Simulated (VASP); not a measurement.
A calculation with VASP 6.6.1 of KF (ASE script, Cartesian positions):

run.py

```python
from ase.calculators.vasp import Vasp
from ase.dft.bandgap import bandgap
from ase.io import read

atoms = read('KF.xyz')
calc = Vasp(
    directory='calc',
    xc='rpbe',
    pp='PBE',
    setups='recommended',
    pp_version='54',
    prec='Accurate',
    encut=520,
    ediff=1e-06,
    ismear=0,
    sigma=0.05,
    lreal=False,
    lasph=True,
    nelm=100,
    algo='Normal',
    isif=2,
    lwave=False,
    lcharg=False,
    kpts=[8, 8, 8],
    gamma=True,
    nbands=15,
)
atoms.calc = calc

print('energy (eV):', atoms.get_potential_energy())
print('free energy (eV):', atoms.get_potential_energy(force_consistent=True))
print('forces (eV/A):')
print(atoms.get_forces())
print('stress (eV/A^3, Voigt):', atoms.get_stress())
print('Fermi level (eV):', calc.get_fermi_level())
gap, top, bottom = bandgap(calc)
print('band gap (eV):', gap, 'from (spin, k, band)', top, 'to', bottom)
```

Contents of KF.xyz:

```xyz
2
Lattice="3.2589550000 0.0000000000 0.0000000000 0.0000000000 3.2589550000 0.0000000000 0.0000000000 0.0000000000 3.2589550000" Properties=species:S:1:pos:R:3 pbc="T T T"
K      0.0000000000      0.0000000000      0.0000000000
F      1.6294775000      1.6294775000      1.6294775000
```

Potentials or basis: VASP PAW PBE potentials, release 54 (K_sv, F).

Run with:

```sh
$ python run.py
```

The cell comes from a database or a generator and needn't be the stable form of this composition.

Problem. Write the same calculation in another form: native input, structure from a POSCAR.

Solution. As run:

The input INCAR:

```
SYSTEM = KF
ALGO     = Normal         ! electronic algorithm
EDIFF    = 1E-6           ! SCF threshold, eV
ENCUT    = 520            ! plane-wave cutoff, eV
GGA      = RP             ! functional
ISIF     = 2              ! what is computed and relaxed
ISMEAR   = 0              ! smearing method
LASPH    = .TRUE.         ! aspherical terms in the spheres
LCHARG   = .FALSE.        ! write CHGCAR
LREAL    = .FALSE.        ! projectors in reciprocal space
LWAVE    = .FALSE.        ! write WAVECAR
NBANDS   = 15             ! bands
NELM     = 100            ! most SCF steps
PREC     = Accurate       ! precision mode
SIGMA    = 0.05           ! smearing width, eV
```

Contents of KPOINTS:

```
k-points
0
G
  8 8 8
  0 0 0
```

The input POSCAR:

```
KF
3.259
    0.999986192083      0.000000000000      0.000000000000
    0.000000000000      0.999986192083      0.000000000000
    0.000000000000      0.000000000000      0.999986192083
K F
1 1
Direct
    0.0000000000      0.0000000000      0.0000000000
    0.5000000000      0.5000000000      0.5000000000
```

Potentials or basis: VASP PAW PBE potentials, release 54 (K_sv, F).

Launch:

```console
$ cat potpaw_PBE.54/K_sv/POTCAR potpaw_PBE.54/F/POTCAR > POTCAR
$ mpirun -np 1 vasp_std > vasp.out
```

Both were run:

|  | ASE script, Cartesian positions | native input, structure from a POSCAR |
| --- | --- | --- |
| Pressure | 3.2 GPa | 3.2 GPa |
| Band gap on the k mesh | 6.56 eV, indirect (least direct gap 6.61 eV) | 6.56 eV, indirect (least direct gap 6.61 eV) |

Keys that steer only the numerical path or the files written may differ.

Caveat: the PAW data sets were made with another functional, which shifts forces and pressure a little.
